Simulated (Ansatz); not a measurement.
**O: frozen-core PAW against all-electron methods**

```xyz
2
Lattice="0.0000 1.9148 3.9501 1.5215 0.0000 3.9501 1.5215 1.9148 0.0000" Properties=species:S:1:pos:R:3 pbc="T T T"
O     1.5215    1.9148    3.3268
O     1.5215    1.9148    4.5735
```

Atom numbers follow the list: O1, O2.

The cell is the one relaxed in the Materials Project (mp-607540), not relaxed further here; entries there can be hypothetical. The listed cell was then made from it by scaling, straining or moving an atom.

Solid oxygen carries moments on its molecules; these runs leave spin out.

Levels of theory: DFT, LDA, PAW with Ansatz's default frozen-core files, scalar-relativistic (Ansatz 0.2.0); DFT, LDA, all-electron PAW with datasets made for the crystal, scalar-relativistic (Ansatz 0.2.0); DFT, LDA, all-electron LAPW, scalar-relativistic (Ansatz 0.2.0).

For PAW: a Γ-centred 14×14×14 k mesh, Fermi–Dirac smearing of 0.08 eV, cutoff 420 eV, no spin polarisation; the PAW files were made with PBE, and the program remakes their frozen cores for this functional. The crystal-made all-electron datasets (AE datasets) take a cutoff of 1000 eV at this cell. LAPW targets a basis error of 1 meV/atom. The Ansatz runs share mesh, smearing and spin set-up. Plane-wave (PAW) pressures include the program's estimate of the Pulay term.

Stress and pressure are positive in compression.

The change that made this cell: volume scaled by 1.04.

| quantity | PAW | AE datasets | LAPW |
| --- | --- | --- | --- |
| pressure (GPa) | -14.96 | -14.54 | -14.54 |
| stress xx (GPa) | -6.43 | -6.45 | -6.46 |
| stress yy (GPa) | -9.81 | -9.85 | -9.85 |
| stress zz (GPa) | -28.66 | -27.32 | -27.32 |
| force on O1, z (eV/Å) | 3.161 | 3.007 | 3.007 |

PAW's pressure differs from the LAPW value by -0.42 GPa.
